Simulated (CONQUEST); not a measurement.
# LiCl under changes of volume

One of the cells (16.871 Å³/atom); the others are scaled copies at fixed shape and fractional positions:

```xyz
4
Lattice="3.6271 0.0000 0.0000 0.0000 3.6271 0.0000 0.0000 0.0000 5.1295" Properties=species:S:1:pos:R:3 pbc="T T T"
Cl    0.0000    0.0000    2.5648
Cl    1.8136    1.8136    0.0000
Li    0.0000    0.0000    0.0000
Li    1.8136    1.8136    2.5648
```

* Program: CONQUEST 1.3
* Functional: PBE
* Potentials or basis: PseudoDojo NC PBE, DZP, grid of 36 × 36 × 48 points
* k mesh: 7 × 7 × 5
* Occupations: fermi-dirac, width 0.05 eV
* Spin: no spin polarisation

```csv
volume (Å³/atom),energy over the lowest point (meV/atom),pressure (GPa),gap on the mesh (eV)
15.859,?,?,?
16.196,7.34,2.3,6.72
16.534,3.42,1.5,6.60
16.871,1.00,0.8,6.48
17.209,0.00,0.1,6.37
17.546,0.44,-0.6,6.26
17.883,2.17,-1.0,6.16
```

Question: What does the run at 15.859 Å³/atom give?

Answer: Energy over the lowest point 13.03 meV/atom; pressure 3.1 GPa; gap on the mesh 6.85 eV.

Worked out: A Birch-Murnaghan fit of order 3 (a polynomial in V^(-2/3)) to the other rows has its minimum at 17.28 Å³/atom with B0 = V·E''(V) = 34 GPa (rough, since the energies scatter). It gives 12.79 meV/atom at 15.859 Å³/atom, against the run's 13.03, and -dE/dV = 3.0 GPa, against 3.1. A straight line through the other rows of the gap, of slope -5.67 eV per unit of ln V, extrapolates to 6.84 eV, against the run's 6.85.

Energies are extrapolated to zero smearing.

Caveats: an odd mesh through Γ misses points on the zone boundary, where band edges often lie; the basis of atomic orbitals isn't converged, which shifts pressures, moduli and gaps; the real-space grid breaks the cell's symmetry a little (some runs).
